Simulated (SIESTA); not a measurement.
Bi: equation of state with PBEsol

Crystal: Bi.

```xyz
2
Lattice="3.2384 0.0000 0.0000 0.0000 3.2216 0.0000 -0.0805 0.0000 6.4439" Properties=species:S:1:pos:R:3 pbc="T T T"
Bi    1.7022    0.0000    4.8302
Bi    1.4558    0.0000    1.6137
```

This isn't the form of Bi at room conditions, which is rhombohedral.

| Item | Value |
| --- | --- |
| Program | SIESTA 5.4.2 |
| Task | equation of state |
| Functional | PBEsol |
| Potentials or basis | PseudoDojo 0.4 standard (PBEsol files) |
| Basis | DZP (energy shift 0.003 Ry; two zetas on semicore shells) |
| Grid cutoff | 500 Ry |
| Energy shift | 0.003 Ry |
| k mesh | 8 × 8 × 4 |
| Occupations | fermi-dirac, width 0.05 eV |
| Spin | no spin polarisation |

```yaml
Equilibrium_volume: 33.57 Å³/atom
Bulk_modulus_at_fixed_shape_and_positions: 52 GPa
Pressure_derivative_of_the_bulk_modulus: 5.0
```

Energy against volume, from the lowest point:
| volume (Å³/atom) | energy (meV/atom) |
| --- | --- |
| 31.597 | 21.06 |
| 32.270 | 8.74 |
| 32.942 | 1.96 |
| 33.614 | 0.00 |
| 34.286 | 2.35 |
| 34.959 | 8.62 |
| 35.631 | 18.22 |

All runs of the series together: 3.4 min on 1 thread of Arm Neoverse V1, on a shared host.

Caveat: the cell was scaled at fixed shape and fractional positions, which overstates the stiffness of a crystal with free parameters, most of all of layers and chains; the basis of atomic orbitals isn't converged, which shifts pressures, moduli and gaps.
